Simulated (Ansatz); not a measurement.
Bi2Te2Se:

```
Bi Te Se
1.0
     2.16097    1.24764   10.58557
    -2.16097    1.24764   10.58557
     0.00000   -2.49527   10.58557
Bi Te Se
2 2 1
Cartesian
  0.0000 0.0000 12.4398
  0.0000 0.0000 19.3169
  0.0000 0.0000 24.7831
  0.0000 0.0000 6.9736
  0.0000 0.0000 0.0000
```

The cell is a database's computed one.

Base run:

- Program: Ansatz 0.2.0
- Functional: PBEsol
- Potentials or basis: Ansatz PAW
- Cutoff: 420 eV (not typed: the program's choice for these potentials)
- k mesh: 7 × 7 × 7
- Occupations: fermi-dirac, width 0.05 eV
- Spin: no spin polarisation

Its results: band gap on the k mesh 0.41 eV, direct; pressure -1.5 GPa; largest force 0.050 eV/Å.

The run is repeated on the same cell with these changes: functional from PBEsol to LDA. What comes out?

Band gap on the k mesh 0.37 eV, direct; pressure -2.6 GPa; largest force 0.138 eV/Å.

LDA binds more tightly than PBEsol, so the same cell stands under less pressure.

Caveats: odd divisions of the mesh miss points on the zone boundary, where band edges often lie, so the gap on the mesh can be too wide; spin-orbit coupling is left out, which as a rule narrows the gap of such compounds by several tenths of an eV; the PAW data sets come from PBE, with cores solved anew for the run's functional, which leaves a small shift of forces and pressure; the density of states is complete only up to the lowest level of the last band computed.

A k mesh can miss the band edges.
